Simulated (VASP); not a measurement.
Input of a VASP 6.6.1 run:

The input INCAR:

```
PREC = Accurate
ENCUT = 600
EDIFF = 1E-6
ISMEAR = 0
SIGMA = 0.03
LREAL = F
LASPH = T
NELM = 80
ALGO = Normal
ISIF = 3
LWAVE = F
LCHARG = F
METAGGA = R2SCAN
LMIXTAU = T
IBRION = 2
NSW = 90
EDIFFG = -0.01
```

Contents of KPOINTS:

```
Automatic mesh
0
Gamma
  8 8 8
```

The input POSCAR:

```
NaCl
1.0
    0.0000000000      2.8100000000      2.8100000000
    2.8100000000      0.0000000000      2.8100000000
    2.8100000000      2.8100000000      0.0000000000
Na Cl
1 1
Direct
    0.0000000000      0.0000000000      0.0000000000
    0.5000000000      0.5000000000      0.5000000000
```

Potentials or basis: VASP PAW PBE potentials, release 64 (Na_pv, Cl).

Launch:

```sh
$ cat potpaw_PBE.64/Na_pv/POTCAR potpaw_PBE.64/Cl/POTCAR > POTCAR
$ mpirun -np 1 vasp_std > vasp.out
```

Task: Predict the relaxed cell.

Result: a = 3.954 Å, b = 3.954 Å, c = 3.954 Å, α = 60.00°, β = 60.00°, γ = 60.00°.

Task: Estimate the space group after relaxing (to 0.05 Å).

Result: Fm-3m (No. 225).

Task: Predict the relaxed volume.

Result: 21.86 Å³/atom.

Final structure:
```cif
data_structure
_symmetry_space_group_name_H-M 'P 1'
_symmetry_Int_Tables_number 1
_cell_length_a 3.9545
_cell_length_b 3.9545
_cell_length_c 3.9545
_cell_angle_alpha 60.000
_cell_angle_beta 60.000
_cell_angle_gamma 60.000
_cell_volume 43.73
loop_
_atom_site_label
_atom_site_type_symbol
_atom_site_fract_x
_atom_site_fract_y
_atom_site_fract_z
_atom_site_occupancy
Na1 Na 0.00000 0.00000 0.00000 1
Cl1 Cl 0.50000 0.50000 0.50000 1
```

Caveat: the PAW data sets were made with another functional, which shifts forces and pressure a little.
